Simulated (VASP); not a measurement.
Write the native input for VASP 6.6.1 that does the following.

```
Task                   : single point
Functional             : r2SCAN
Potentials or basis    : VASP PAW PBE potentials, release 64 (Si)
Cutoff                 : 520 eV
k mesh                 : 8 × 8 × 8
Occupations            : gaussian, width 0.01 eV
Spin                   : no spin polarisation
Dipole correction      : no
Further INCAR settings : ALGO = Normal; EDIFF = 1e-07; NBANDS = 11
```

Crystal: Si.

```
Si
1.0
     0.00000    2.72212    2.72212
     2.79044    0.00000    2.72212
     2.79044    2.72212    0.00000
Si
2
Direct
  0.00000 0.00000 0.00000
  0.25000 0.25000 0.25000
```

The cell isn't the ideal one: uniaxial_x strain +2.5%.

The input as run:

POSCAR

```
Si
1.0
    0.0000000000      2.7221188962      2.7221188962
    2.7904440804      0.0000000000      2.7221188962
    2.7904440804      2.7221188962      0.0000000000
Si
2
Direct
    0.0000000000      0.0000000000      0.0000000000
    0.2500000000      0.2500000000      0.2500000000
```

INCAR.step1

```
SYSTEM = Si
  PREC = Accurate
  ENCUT = 520
  ISMEAR = 0
  SIGMA = 0.01
  LREAL = .FALSE.
  LASPH = .TRUE.
  NELM = 100
  NBANDS = 11
  GGA = PE
  ALGO = Normal
  EDIFF = 1E-4
  LWAVE = .TRUE.
  LCHARG = .FALSE.
```

INCAR.step2

```
SYSTEM = Si
  PREC = Accurate
  ENCUT = 520
  EDIFF = 1E-7
  ISMEAR = 0
  SIGMA = 0.01
  LREAL = .FALSE.
  LASPH = .TRUE.
  NELM = 100
  ALGO = Normal
  ISIF = 2
  LWAVE = .FALSE.
  LCHARG = .TRUE.
  METAGGA = R2SCAN
  LMIXTAU = .TRUE.
  LELF = .TRUE.
  LVHAR = .TRUE.
  NBANDS = 11
  ISTART = 1
```

KPOINTS

```
regular mesh
0
G
  8 8 8
  0 0 0
```

Potentials or basis: VASP PAW PBE potentials, release 64 (Si).

Run with:

```console
$ cat potpaw_PBE.64/Si/POTCAR > POTCAR
$ cp INCAR.step1 INCAR
$ mpirun -np 1 vasp_std > vasp.out
$ cp INCAR.step2 INCAR
$ mpirun -np 1 vasp_std > vasp.out
```

Results of the run:

The pressure is -2.5 GPa and the band gap on the k mesh is 0.72 eV, indirect (least direct gap 2.65 eV).

Caveat: the PAW data sets were made with another functional, which shifts forces and pressure a little.

Run time: 66 s on 1 thread of Intel(R) Xeon(R) Platinum 8488C (Sapphire Rapids) (shared host), peak memory 0.17 GiB.
